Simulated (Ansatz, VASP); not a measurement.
# Two plane-wave programs on WC

```
W C
1.0
     0.00000    2.03309    2.03309
     2.03309    0.00000    2.03309
     2.03309    2.03309    0.00000
W C
1 1
Direct
  0.00000 0.00000 0.00000
  0.50000 0.50000 0.50000
```

Change from the starting cell: volume scaled by 0.8, PAW files.

Alike in both runs: task single point; functional PBE; k mesh 15 × 15 × 15; occupations fermi-dirac, width 0.08 eV; no spin polarisation.

```csv
,VASP,Ansatz
version,VASP 6.6.1,Ansatz 0.2.0
potentials or method,"VASP PAW PBE potentials, release 64 (W_sv, C)","PAW with Ansatz's default frozen-core files, scalar-relativistic"
plane-wave cutoff (eV),520,420
valence electrons in the cell,18,18
```

|  | VASP | Ansatz | Ansatz less VASP |
| --- | --- | --- | --- |
| pressure (GPa) | 133.7 | 131.2 | -2.51 |

Caveats: the cell as given lies far from equilibrium; so large a pressure means that the cell lies far from this level's equilibrium, or that cutoff or potentials fall short (VASP). Spin-orbit coupling is left out, which matters for the levels of W.
